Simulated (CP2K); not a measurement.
## AlCu3 under changes of volume

One of the cells (12.044 Å³/atom); the others are scaled copies at fixed shape and fractional positions:

```
Cu Al
1.0
     4.08426    0.00000    0.00000
     2.04213    3.53708    0.00000
     2.04213    1.17903    3.33479
Cu Al
3 1
Direct
  0.75000 0.75000 0.75000
  0.25000 0.25000 0.25000
  0.50000 0.50000 0.50000
  0.00000 0.00000 0.00000
```

The cell comes from a database or a generator and needn't be the stable form of this composition.

| Quantity | Value |
| --- | --- |
| Program | CP2K 2026.2 |
| Functional | PBEsol |
| Potentials or basis | POTENTIAL_UZH Cu GTH-PBE-q11, Al GTH-PBE-q3; TZVP-MOLOPT-PBE-GTH basis |
| Density cutoff | 6123 eV |
| k mesh | 8 × 8 × 8 |
| Occupations | fermi-dirac, width 0.05 eV |
| Spin | no spin polarisation |

```csv
volume (Å³/atom),energy over the lowest point (meV/atom),pressure (GPa)
11.321,?,?
11.562,14.18,8.4
11.803,4.43,4.7
12.044,0.00,1.3
12.285,0.33,-1.7
12.526,4.92,-4.3
12.767,13.31,-6.7
```

What does the run at 11.321 Å³/atom give?

Energy over the lowest point 29.89 meV/atom; pressure 12.6 GPa.

Worked out: A Birch-Murnaghan fit of order 3 (a polynomial in V^(-2/3)) to the other rows has its minimum at 12.15 Å³/atom with B0 = V·E''(V) = 152 GPa and B' = 4.6. It gives 29.89 meV/atom at 11.321 Å³/atom, against the run's 29.89, and -dE/dV = 12.6 GPa, against 12.6.

Energies are extrapolated to zero smearing.

Caveats: the potentials were made for another functional, which shifts forces and pressure; the basis of atomic orbitals isn't converged, which shifts pressures, moduli and gaps.
